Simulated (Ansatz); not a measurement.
# MgTe: a short molecular-dynamics run

Aim: set MgTe (a database structure, 4 atoms, not relaxed) in motion for 30 steps of 1 fs at constant energy, with velocities drawn for 100 K, and see how temperature, energy and positions respond.

Method: DFT PBE, plane waves, PAW, scalar-relativistic, no spin polarisation, in Ansatz 0.2.0.

**1. The starting structure**

The cell holds 4 atoms (Mg2Te2): a = 4.494 Å, b = 4.494 Å, c = 7.289 Å, α = 90.00°, β = 90.00°, γ = 60.00°.

Structure file:

```cif
data_structure
_symmetry_space_group_name_H-M 'P 1'
_symmetry_Int_Tables_number 1
_cell_length_a 4.4945
_cell_length_b 4.4945
_cell_length_c 7.2886
_cell_angle_alpha 90.000
_cell_angle_beta 90.000
_cell_angle_gamma 60.000
_cell_volume 127.51
loop_
_atom_site_label
_atom_site_type_symbol
_atom_site_fract_x
_atom_site_fract_y
_atom_site_fract_z
_atom_site_occupancy
Mg1 Mg 0.33333 0.33333 0.00000 1
Mg2 Mg 0.66667 0.66667 0.50000 1
Te1 Te 0.33333 0.33333 0.38500 1
Te2 Te 0.66667 0.66667 0.88500 1
```

**2. Dynamics**

Contents of input.yaml:

```yaml
crystal:
  lattice:
    - [2.24724075, 3.89233516, 0.0]
    - [-2.24724075, 3.89233516, 0.0]
    - [0.0, 0.0, 7.288622]
  atoms:
    - { symbol: Mg, position: [0.33333333, 0.33333333, 0.0] }
    - { symbol: Mg, position: [0.66666667, 0.66666667, 0.5] }
    - { symbol: Te, position: [0.33333333, 0.33333333, 0.385] }
    - { symbol: Te, position: [0.66666667, 0.66666667, 0.885] }
kpoints:
  mp_grid: { grid: [4, 4, 2] }
magnetization:
  spin_polarized: false
scf:
  occupations: { method: fermi_dirac, width: 0.1 }
hamiltonian:
  pseudopotentials: { kind: paw }
  xc: pbe
basis:
  ecutwfc: 420
md:
  timestep: 1.0
  n_steps: 30
  ensemble: nve
  temperature: 100.0
  initial_velocities: maxwell_boltzmann
  seed: 177897
```

Run with:

```console
> ansatz run input.yaml --threads 2 --pin off --max-ram 2560MiB --backend cpu --events-out ev --progress --plain --runs-dir out
```

Log (excerpt; [...] marks lines left out):

```text
Warning: md: disabling space-group detection — thermal motion breaks the input geometry's symmetry, so no spatial operation reduces the k-mesh or symmetrises the density; time reversal is kept, so that k and −k are solved as one point where they differ and the mesh holds both, and exact [...]
Warning: RAYON_NUM_THREADS=2 ignored (pool sized by the plan → 2); use --threads N
[...]
Pseudopotentials: kind: paw
Pseudopotential: Mg, paw, valence charge 10, recommended cutoff 420 eV (normal), Mg.paw.azcp
Pseudopotential: Te, paw, valence charge 16, recommended cutoff 420 eV (normal), Te.paw.azcp
Functional definition: PBE
[...]
Crystal: 4 atoms, lattice volume = 127.507 Å³
Basis set: ecut = 420 eV, 2539 PW (Γ), exchange–correlation on 64×64×100 points (8 copies of the dense FFT grid, shifted against one another)
Bands: 32, of which v1, the nominal top of the filled ones, is band 26 counted from 1 (25 counted from 0)
Symmetry: 1 space group operations
k-points: 20 of 32 (time reversal used)
[...]
SCF iter   1: F=—  HF=-17810.912799 eV  |F-HF|=—  |Δ(HF+E_count)|=         —  Δρ=5.60e-4  dr2=5.02e-4  ethr=1.77e-3  ⟨swp⟩=8.0  Hψ=2969  notcnv=0
[...]
md step     0: t =     0.00 fs  T =   100.0 K  F+E_penalty+E_count = -17810.91022212 eV  E_kin = 0.038778 eV  conserved = -17810.87144412 eV  (8 SCF iters)
[...]
md step     2: t =     2.00 fs  T =   103.1 K  F+E_penalty+E_count = -17810.91143004 eV  E_kin = 0.039985 eV  conserved = -17810.87144462 eV  (5 SCF iters)
[...]
md step     4: t =     4.00 fs  T =   105.7 K  F+E_penalty+E_count = -17810.91242477 eV  E_kin = 0.040980 eV  conserved = -17810.87144502 eV  (5 SCF iters)
[...]
md step     6: t =     6.00 fs  T =   107.6 K  F+E_penalty+E_count = -17810.91318460 eV  E_kin = 0.041739 eV  conserved = -17810.87144527 eV  (2 SCF iters)
[...]
md step     8: t =     8.00 fs  T =   109.0 K  F+E_penalty+E_count = -17810.91369530 eV  E_kin = 0.042250 eV  conserved = -17810.87144539 eV  (2 SCF iters)
[...]
md step     9: t =     9.00 fs  T =   109.4 K  F+E_penalty+E_count = -17810.91385464 eV  E_kin = 0.042409 eV  conserved = -17810.87144537 eV  (2 SCF iters)
[...]
md step    10: t =    10.00 fs  T =   109.6 K  F+E_penalty+E_count = -17810.91394937 eV  E_kin = 0.042504 eV  conserved = -17810.87144537 eV  (5 SCF iters)
[...]
SCF iter   2: F=—  HF=-17810.913979 eV  |F-HF|=—  |Δ(HF+E_count)|=   1.74e-8  Δρ=2.71e-6  dr2=7.14e-9  ethr=4.82e-11  ⟨swp⟩=2.0  Hψ=877  notcnv=0
```

**3. More of the same log**

Output, continued (excerpt; [...] marks lines left out):

```text
SCF iter   3: F=-17810.913979 eV  HF=-17810.913979 eV  |F-HF|=5.49e-10  |Δ(HF+E_count)|=   1.14e-8  Δρ=4.27e-7  dr2=3.86e-10  ethr=7.69e-12  ⟨swp⟩=5.0  Hψ=2317  notcnv=0
[...]
md step    11: t =    11.00 fs  T =   109.7 K  F+E_penalty+E_count = -17810.91397946 eV  E_kin = 0.042534 eV  conserved = -17810.87144538 eV  (3 SCF iters)
[...]
md step    15: t =    15.00 fs  T =   108.4 K  F+E_penalty+E_count = -17810.91346259 eV  E_kin = 0.042017 eV  conserved = -17810.87144515 eV  (2 SCF iters)
[...]
md step    19: t =    19.00 fs  T =   104.5 K  F+E_penalty+E_count = -17810.91197543 eV  E_kin = 0.040531 eV  conserved = -17810.87144473 eV  (2 SCF iters)
[...]
md step    23: t =    23.00 fs  T =    98.4 K  F+E_penalty+E_count = -17810.90961970 eV  E_kin = 0.038175 eV  conserved = -17810.87144425 eV  (2 SCF iters)
[...]
md step    27: t =    27.00 fs  T =    90.5 K  F+E_penalty+E_count = -17810.90653649 eV  E_kin = 0.035093 eV  conserved = -17810.87144358 eV  (2 SCF iters)
[...]
md step    28: t =    28.00 fs  T =    88.3 K  F+E_penalty+E_count = -17810.90567282 eV  E_kin = 0.034229 eV  conserved = -17810.87144338 eV  (2 SCF iters)
[...]
md step    29: t =    29.00 fs  T =    86.0 K  F+E_penalty+E_count = -17810.90477864 eV  E_kin = 0.033335 eV  conserved = -17810.87144316 eV  (2 SCF iters)
[...]
SCF iter   1: F=—  HF=-17810.903852 eV  |F-HF|=—  |Δ(HF+E_count)|=         —  Δρ=1.46e-4  dr2=1.57e-5  ethr=1.40e-8  ⟨swp⟩=3.0  Hψ=3592  notcnv=0
```

**4. The log goes on**

The log, continued (excerpt; [...] marks lines left out):

```text
[...]
SCF iter   2: F=—  HF=-17810.903856 eV  |F-HF|=—  |Δ(HF+E_count)|=   4.04e-6  Δρ=7.55e-5  dr2=4.17e-6  ethr=1.40e-8  ⟨swp⟩=2.0  Hψ=1102  notcnv=0
[...]
SCF iter   5: F=-17810.903858 eV  HF=-17810.903858 eV  |F-HF|=4.91e-10  |Δ(HF+E_count)|=   9.31e-9  Δρ=5.88e-7  dr2=8.38e-10  ethr=7.59e-12  ⟨swp⟩=5.0  Hψ=2361  notcnv=0
[...]
md step    30: t =    30.00 fs  T =    83.6 K  F+E_penalty+E_count = -17810.90385774 eV  E_kin = 0.032415 eV  conserved = -17810.87144293 eV  (5 SCF iters)
SCF converged after 5 iterations
Free energy (F): -17810.903858 eV
[...]
E sigma→0 (E₀):  -17810.903857 eV
Entropy (-TS):   -0.000001 eV (-0.000 meV/atom)
Fermi energy:    6.335947 eV
[...]
--- Forces (eV/Å), atoms counted from 1 ---
  atom   1  Mg    -0.05271113    -0.24694543    -0.06665968
  atom   2  Mg     0.22581128     0.09602062    -0.09191088
  atom   3  Te    -0.22143023    -0.09179143     0.27416748
  atom   4  Te     0.04833143     0.24271642    -0.11560582
[...]
--- MD trajectory: 30 steps, t = 0.0 → 30.0 fs ---
  final state: T = 83.6 K   F+E_penalty+E_count = -17810.90385774 eV   E_kin = 0.032415 eV
  conserved energy: peak-to-peak 2.462e-6 eV (6.154e-7 eV/atom) over 30.0 fs
```

It took 47 s on 2 threads of Arm Neoverse V1, shared host; peak memory 0.4 GiB.

**5. Frames and traces**

The trajectory, every 2 steps (energies from step 0); msd is the mean square displacement from the start, the centre of mass held:

| time (fs) | T (K) | potential energy change (meV/atom) | total energy change (meV/atom) | msd Mg (Å²) | msd Te (Å²) |
| --- | --- | --- | --- | --- | --- |
| 0.0 | 100 | 0.0 | 0.00 | 0.000 | 0.000 |
| 2.0 | 103 | -0.3 | 0.00 | 0.000 | 0.000 |
| 4.0 | 106 | -0.6 | 0.00 | 0.000 | 0.000 |
| 6.0 | 108 | -0.7 | 0.00 | 0.000 | 0.000 |
| 8.0 | 109 | -0.9 | 0.00 | 0.001 | 0.000 |
| 10.0 | 110 | -0.9 | 0.00 | 0.001 | 0.000 |
| 12.0 | 110 | -0.9 | 0.00 | 0.001 | 0.000 |
| 14.0 | 109 | -0.9 | 0.00 | 0.002 | 0.000 |
| 16.0 | 108 | -0.7 | 0.00 | 0.003 | 0.000 |
| 18.0 | 106 | -0.6 | 0.00 | 0.003 | 0.000 |
| 20.0 | 103 | -0.3 | 0.00 | 0.004 | 0.000 |
| 22.0 | 100 | 0.0 | 0.00 | 0.005 | 0.001 |
| 24.0 | 97 | 0.3 | 0.00 | 0.005 | 0.001 |
| 26.0 | 93 | 0.7 | 0.00 | 0.006 | 0.001 |
| 28.0 | 88 | 1.1 | 0.00 | 0.007 | 0.001 |
| 30.0 | 84 | 1.6 | 0.00 | 0.008 | 0.001 |

time (fs), T (K) and a bar:
```
      0.0        100 ###################
      1.0        102 #####################
      3.0        104 ########################
      4.0        106 #########################
      5.0        107 ###########################
      7.0        108 #############################
      8.0        109 #############################
      9.0        109 ##############################
     10.0        110 ##############################
     12.0        110 ##############################
     13.0        109 ##############################
     14.0        109 #############################
     16.0        108 ############################
     17.0        107 ###########################
     18.0        106 #########################
     20.0        103 #######################
     21.0        102 #####################
     22.0        100 ###################
     23.0         98 #################
     25.0         95 #############
     26.0         93 ##########
     27.0         90 ########
     29.0         86 ###
     30.0         84
```

**6. Positions and forces**

Extended XYZ, with forces in eV/Å:

```xyz
4
Lattice="2.247 3.892 0.000 -2.247 3.892 0.000 0.000 0.000 7.289" Properties=species:S:1:pos:R:3:forces:R:3 pbc="T T T" time_fs=4.0 T=106 dE=-0.0022
Mg    0.004    2.605    0.003   -0.012   -0.052    0.222
Mg   -0.010    5.184    3.651    0.054    0.023    0.216
Te    0.000    2.594    2.801   -0.052   -0.022   -0.194
Te    0.001    5.190    6.453    0.011    0.050   -0.243
4
Lattice="2.247 3.892 0.000 -2.247 3.892 0.000 0.000 0.000 7.289" Properties=species:S:1:pos:R:3:forces:R:3 pbc="T T T" time_fs=8.0 T=109 dE=-0.0035
Mg    0.007    2.614    0.008   -0.023   -0.102    0.194
Mg   -0.020    5.178    3.660    0.102    0.044    0.183
Te    0.000    2.592    2.796   -0.099   -0.041   -0.138
Te    0.003    5.191    6.456    0.020    0.098   -0.238
4
Lattice="2.247 3.892 0.000 -2.247 3.892 0.000 0.000 0.000 7.289" Properties=species:S:1:pos:R:3:forces:R:3 pbc="T T T" time_fs=11.0 T=110 dE=-0.0038
Mg    0.010    2.621    0.013   -0.030   -0.136    0.168
Mg   -0.027    5.174    3.667    0.134    0.057    0.154
Te    0.000    2.591    2.792   -0.130   -0.053   -0.092
Te    0.004    5.191    6.458    0.026    0.132   -0.230
4
Lattice="2.247 3.892 0.000 -2.247 3.892 0.000 0.000 0.000 7.289" Properties=species:S:1:pos:R:3:forces:R:3 pbc="T T T" time_fs=15.0 T=108 dE=-0.0032
Mg    0.013    2.629    0.020   -0.039   -0.177    0.129
Mg   -0.035    5.169    3.677    0.169    0.072    0.110
Te   -0.001    2.590    2.786   -0.164   -0.067   -0.024
Te    0.005    5.192    6.460    0.034    0.172   -0.215
4
Lattice="2.247 3.892 0.000 -2.247 3.892 0.000 0.000 0.000 7.289" Properties=species:S:1:pos:R:3:forces:R:3 pbc="T T T" time_fs=19.0 T=105 dE=-0.0018
Mg    0.016    2.636    0.028   -0.045   -0.210    0.083
Mg   -0.043    5.165    3.688    0.196    0.083    0.062
Te   -0.001    2.589    2.781   -0.190   -0.077    0.050
Te    0.006    5.193    6.462    0.040    0.204   -0.194
4
Lattice="2.247 3.892 0.000 -2.247 3.892 0.000 0.000 0.000 7.289" Properties=species:S:1:pos:R:3:forces:R:3 pbc="T T T" time_fs=22.0 T=100 dE=-0.0001
Mg    0.018    2.641    0.034   -0.048   -0.228    0.045
Mg   -0.048    5.162    3.697    0.210    0.089    0.022
Te   -0.002    2.587    2.777   -0.205   -0.083    0.109
Te    0.007    5.194    6.464    0.043    0.222   -0.175
4
Lattice="2.247 3.892 0.000 -2.247 3.892 0.000 0.000 0.000 7.289" Properties=species:S:1:pos:R:3:forces:R:3 pbc="T T T" time_fs=26.0 T=93 dE=0.0029
Mg    0.021    2.645    0.042   -0.051   -0.243   -0.009
Mg   -0.053    5.158    3.708    0.222    0.094   -0.034
Te   -0.003    2.586    2.771   -0.217   -0.089    0.190
Te    0.009    5.195    6.465    0.046    0.238   -0.147
4
Lattice="2.247 3.892 0.000 -2.247 3.892 0.000 0.000 0.000 7.289" Properties=species:S:1:pos:R:3:forces:R:3 pbc="T T T" time_fs=30.0 T=84 dE=0.0064
Mg    0.023    2.649    0.050   -0.053   -0.247   -0.067
Mg   -0.057    5.155    3.719    0.226    0.096   -0.092
Te   -0.004    2.584    2.766   -0.221   -0.092    0.274
Te    0.010    5.197    6.467    0.048    0.243   -0.116
```

**7. Outcome**

```
                             quantity                        value
                               length             30 steps of 1 fs
     temperature, first and last step                 100 and 84 K
             temperature, second half  mean 98 K, from 84 to 108 K
        potential energy, second half   +0 meV/atom from the start
   largest change of the total energy                0.00 meV/atom
mean square displacement, second half        Mg 0.005, Te 0.001 Å²
```

The temperature starts at 100 K and averages 98 K in the second half, where it still falls, from 108 to 84 K. The total energy strays from its start by at most 0.00 meV/atom, under 0.1 % of the mean kinetic energy, so a step of 1 fs is short enough over this time. No atom gets farther than 0.10 Å from its start, with the drift of the whole removed, against a typical distance of 2.7 Å between sites at the start. Averages from a run of 30 fs with 4 atoms are rough.
